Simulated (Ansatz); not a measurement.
How far is PAW off for KCl?

```xyz
2
Lattice="-0.0316 3.1403 3.1403 3.1403 -0.0316 3.1403 3.1403 3.1403 -0.0316" Properties=species:S:1:pos:R:3 pbc="T T T"
K     0.0000    0.0000    0.0000
Cl    3.1245    3.1245    3.1245
```

Atoms are numbered in the order listed.

Conventional cell: a = 4.486 Å, b = 4.486 Å, c = 10.824 Å, α = 90.00°, β = 90.00°, γ = 120.00°. K (atom 1) has 6 Cl at 3.16 Å as nearest neighbours. Cl (atom 2) has 6 K at 3.16 Å as nearest neighbours.

The cell is a measured one (Crystallography Open Database entry 9003114); the temperature and pressure of the measurement aren't taken into account, and nothing was relaxed. The listed cell was then made from it by scaling, straining or moving an atom.

Levels of theory: DFT, LDA, PAW with Ansatz's default frozen-core files, scalar-relativistic (Ansatz 0.2.0); DFT, LDA, all-electron LAPW, scalar-relativistic (Ansatz 0.2.0).

For PAW: a Γ-centred 7×7×7 k mesh, Fermi–Dirac smearing of 0.03 eV, cutoff 420 eV, no spin polarisation; the PAW files were made with PBE, and the program remakes their frozen cores for this functional. LAPW targets a basis error of 1 meV/atom. The Ansatz runs share mesh, smearing and spin set-up. Plane-wave (PAW) pressures include the program's estimate of the Pulay term.

Stress and pressure are positive in compression.

The change that made this cell: equal xy, yz and zx engineering shear strains of -1 %.

PAW results:

```json
{"quantity": "pressure (GPa)", "PAW": "-2.08"}
{"quantity": "stress yz (GPa)", "PAW": "0.07"}
{"quantity": "stress xz (GPa)", "PAW": "0.07"}
{"quantity": "stress xy (GPa)", "PAW": "0.07"}
{"quantity": "band gap (eV)", "PAW": "4.694"}
```

(1) What does all-electron LAPW give for the same quantities?

## Answers

(1) 
```json
{"quantity": "pressure (GPa)", "LAPW": "-2.08"}
{"quantity": "stress yz (GPa)", "LAPW": "0.07"}
{"quantity": "stress xz (GPa)", "LAPW": "0.07"}
{"quantity": "stress xy (GPa)", "LAPW": "0.07"}
{"quantity": "band gap (eV)", "LAPW": "4.694"}
```
